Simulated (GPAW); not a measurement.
Input of a GPAW 26.7.0 run:

Contents of run.py:

```python
from ase import Atoms
from ase.dft.bandgap import bandgap
from ase.io import write
from ase.units import GPa
from gpaw import GPAW, PW

atoms = Atoms(['N', 'B'],
              cell=[[0.0, 1.813001, 1.813001],
                    [1.813001, 0.0, 1.813001],
                    [1.813001, 1.813001, 0.0]],
              scaled_positions=[[0.267683, 0.260674, 0.228735],
                                [-0.020629, 0.021681, 0.001649]],
              pbc=True)

calc = GPAW(mode=PW(800),
            xc='PBE',
            kpts={'size': (13, 13, 13), 'gamma': True},
            occupations={'name': 'fermi-dirac', 'width': 0.05},
            nbands=11,
            convergence={'density': 1e-05, 'energy': 1e-05},
            maxiter=150,
            txt='gpaw.txt')
atoms.calc = calc
energy = atoms.get_potential_energy()
forces = atoms.get_forces()
stress = atoms.get_stress()
calc.write('gs.gpw')
write('result.traj', atoms)
print(f'Energy: {energy:.6f} eV')
print('Forces (eV/A):')
print(forces.round(4))
print('Stress (GPa):', (stress / GPa).round(3))
print('Fermi level:', round(calc.get_fermi_level(), 4), 'eV')
print(f'Gap: {bandgap(calc)[0]:.4f} eV, direct: {bandgap(calc, direct=True)[0]:.4f} eV')
```

Potentials or basis: GPAW PAW data sets (gpaw-data 1.2.1), pw.

Run with:

```bash
$ OMP_NUM_THREADS=1 python run.py
```

Question: Estimate the band gap on the k mesh.

Answer: 3.90 eV, indirect (least direct gap 7.80 eV).

Question: Predict the pressure.

Answer: 0.6 GPa.

Question: What does it give for the largest force?

Answer: 2.284 eV/Å.

Forces in eV/Å, atoms in the order of the input:
```
N    1.585 -0.955 -1.339
B   -1.585  0.955  1.339
```

Caveat: an odd mesh through Γ misses points on the zone boundary, where band edges often lie.
